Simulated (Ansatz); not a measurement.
## The band gap of SnO2, sorted by core time

**What was measured.** The band gap of SnO2 (Cassiterite) (P4_2/mnm) is reported as 3.6 eV (pmc:6679235, doi:10.3390/ma12142315). The runs below try to reproduce it.

```cif
data_structure
_symmetry_space_group_name_H-M 'P4_2/mnm'
_symmetry_Int_Tables_number 136
_cell_length_a 4.7380
_cell_length_b 4.7380
_cell_length_c 3.1865
_cell_angle_alpha 90.000
_cell_angle_beta 90.000
_cell_angle_gamma 90.000
_cell_volume 71.53
loop_
_atom_site_label
_atom_site_type_symbol
_atom_site_symmetry_multiplicity
_atom_site_Wyckoff_symbol
_atom_site_fract_x
_atom_site_fract_y
_atom_site_fract_z
_atom_site_occupancy
Sn1 Sn 2 a 0.50000 0.50000 0.50000 1
O1 O 4 f 0.80710 0.19290 0.50000 1
```

| rung | level | program and potentials | cutoff (eV) | k mesh | task | spin | core time | chip | band gap (eV) | miss (eV) | notes |
| --- | --- | --- | --- | --- | --- | --- | --- | --- | --- | --- | --- |
| GGA | PBE | Ansatz, Ansatz PAW | 420 | 4 × 4 × 6 | single point | off | 3.3 s | Arm Neoverse V1 | 1.28 | -2.32 | - |
| GGA | RPBE | Ansatz, Ansatz PAW | 420 | 6 × 6 × 8 | band structure | off | 14 s | Arm Neoverse V2 | 1.37 | -2.23 | potentials made for PBE, which Ansatz adapts in part |
| LDA | LDA | Ansatz, Ansatz PAW | 420 | 6 × 6 × 8 | single point | off | 15 s | Intel Xeon Skylake/Cascade Lake | 1.13 | -2.47 | potentials made for PBE, which Ansatz adapts in part |
| GGA | PBE | Ansatz, Ansatz PAW polarizable | 420 | 6 × 6 × 8 | band structure | off | 16 s | Arm Neoverse V2 | 1.28 | -2.32 | - |
| G0W0 | G0W0 on PBE | Ansatz, Ansatz PAW | 420 | 4 × 4 × 4 | G0W0 quasiparticle levels | off | 18 s | AMD EPYC 7R13 Zen 3 | 2.80 | -0.80 | coarse mesh; bands, basis or mesh of the many-body step not converged; response cutoff 170 eV, bands 360 |
| G0W0 | G0W0 on HSE06 | Ansatz, Ansatz PAW | 420 | 4 × 4 × 4 | G0W0 quasiparticle levels | off | 30 s | AMD EPYC 7R13 Zen 3 | 3.64 | +0.04 | bands, basis or mesh of the many-body step not converged; potentials made for PBE, which Ansatz adapts in part; response cutoff 100 eV, bands 162 |
| GGA | BLYP | Ansatz, Ansatz PAW | 420 | 6 × 6 × 8 | band structure | off | 33 s | Intel Xeon Skylake/Cascade Lake | 1.32 | -2.28 | potentials made for PBE, which Ansatz adapts in part |
| GGA | revPBE | Ansatz, Ansatz PAW | 420 | 6 × 6 × 8 | band structure | off | 43 s | Intel Xeon Skylake/Cascade Lake | 1.35 | -2.25 | potentials made for PBE, which Ansatz adapts in part |
| hybrid | PBE0 | Ansatz, Ansatz PAW | 420 | 4 × 4 × 6 | band structure | off | 45 s | AMD EPYC 7R13 Zen 3 | 3.76 | +0.16 | potentials made for PBE, which Ansatz adapts in part |
| hybrid | HSE06 | Ansatz, Ansatz PAW | 420 | 4 × 4 × 6 | band structure | off | 45 s | AMD EPYC 7R13 Zen 3 | 3.04 | -0.56 | potentials made for PBE, which Ansatz adapts in part |
| meta-GGA | r2SCAN | Ansatz, Ansatz PAW | 500 | 6 × 6 × 8 | band structure | off | 59 s | Intel Xeon Skylake/Cascade Lake | 1.96 | -1.64 | potentials made for PBE, which Ansatz adapts in part |
| GGA | PBEsol | Ansatz, Ansatz PAW | 420 | 6 × 6 × 8 | atomic charges | off | 2 min | Intel Xeon Skylake/Cascade Lake | 1.18 | -2.42 | potentials made for PBE, which Ansatz adapts in part |
| GGA | PBE | Ansatz, Ansatz PAW | 420 | 6 × 6 × 8 | Born charges and dielectric tensor | off | 2.2 min | Arm Neoverse V2 | 1.28 | -2.32 | - |
| LDA | LDA | Ansatz, Ansatz PAW | 420 | 5 × 5 × 6 | band structure | SOC, no magnetisation | 4.4 min | Intel Xeon Skylake/Cascade Lake | 1.14 | -2.46 | potentials made for PBE, which Ansatz adapts in part |
| GGA | PBE | Ansatz, Ansatz PAW | 420 | 5 × 5 × 6 | band structure | SOC, no magnetisation | 4.4 min | Intel Xeon Skylake/Cascade Lake | 1.29 | -2.31 | - |
| GGA | PBEsol | Ansatz, Ansatz PAW | 420 | 5 × 5 × 6 | band structure | SOC, no magnetisation | 4.5 min | Intel Xeon Skylake/Cascade Lake | 1.19 | -2.41 | potentials made for PBE, which Ansatz adapts in part |
| GGA | PBE | Ansatz, Ansatz PAW | 420 | 6 × 6 × 8 | band structure | SOC, no magnetisation | 4.8 min | Arm Neoverse V2 | 1.29 | -2.31 | - |
| meta-GGA | r2SCAN | Ansatz, Ansatz PAW | 500 | 5 × 5 × 6 | band structure | SOC, no magnetisation | 7.9 min | Intel Xeon Skylake/Cascade Lake | 1.96 | -1.64 | potentials made for PBE, which Ansatz adapts in part |

Times are single runs on shared hosts and different chips, so they are rough; meshes, cutoffs and the tasks' sizes weigh on the time. Gaps are the least found on the k mesh or the band path, and a mesh can miss the band edges. The cell comes from a database and isn't always the measured one. Meshes differ between rows, which moves values too. All levels ran on this one cell, unrelaxed unless noted. Meshes are those of the run's cell of 6 atoms unless a note names another. Misses use the values as printed. Runs on faulty files, with rough fits or with known faults for this quantity aren't shown.

By rung: LDA 1.13; LDA with SOC 1.14; GGA 1.18 to 1.37; GGA with SOC 1.19 to 1.29; meta-GGA 1.96; meta-GGA with SOC 1.96; hybrid 3.04 to 3.76; G0W0 on coarse settings 2.80 to 3.64 (eV). Measured: 3.6 eV (pmc:6679235, doi:10.3390/ma12142315). Closest, coarse meshes and atomic bases left aside, is PBE0 (+0.16 eV), and PBE misses by -2.32 eV on plain settings. LDA and GGA gaps fall short mostly because these functionals lack the derivative discontinuity; the runs are for a static lattice, while measurements hold temperature and zero-point motion.
